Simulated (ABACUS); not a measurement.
# FeO (Wuestite) under changes of volume

One of the cells (10.067 Å³/atom); the others are scaled copies at fixed shape and fractional positions:

```
Fe O
1.0
     1.51882    0.87689    2.51958
    -1.51882    0.87689    2.51958
     0.00000   -1.75378    2.51958
Fe O
1 1
Cartesian
  0.0000 0.0000 0.0000
  0.0000 0.0000 3.7794
```

```yaml
Program: ABACUS 3.10.1
Functional: PBEsol
Potentials_or_basis: PseudoDojo NC SR 0.4.1 PBEsol standard
Cutoff: 1225 eV
Density_cutoff: 4898 eV
Basis: plane waves
k_mesh: 11 × 11 × 11
Occupations: fermi-dirac, width 0.05 eV
Spin: collinear spin, ferromagnetic start
Starting_moments: "[3.0, 0.0] μB"
```

| volume (Å³/atom) | energy over the lowest point (meV/atom) | pressure (GPa) |
| --- | --- | --- |
| 9.463 | 0.00 | 1.5 |
| 9.664 | ? | ? |
| 9.866 | 6.77 | -6.7 |
| 10.067 | 17.33 | -10.1 |
| 10.268 | 31.99 | -13.2 |
| 10.470 | 50.31 | -15.9 |
| 10.671 | 71.89 | -18.3 |

Question: What does the run at 9.664 Å³/atom give?

Answer: Energy over the lowest point 0.80 meV/atom; pressure -2.8 GPa.

Worked out: A Birch-Murnaghan fit of order 3 (a polynomial in V^(-2/3)) to the other rows has its minimum at 9.53 Å³/atom with B0 = V·E''(V) = 209 GPa and B' = 4.5 at fixed shape and positions, which overstates the stiffness. It gives 0.80 meV/atom at 9.664 Å³/atom, against the run's 0.80, and -dE/dV = -2.8 GPa, against -2.8.

Energies are extrapolated to zero smearing.

Caveats: a cell with one magnetic atom can't hold antiferromagnetic order, which such compounds often take.
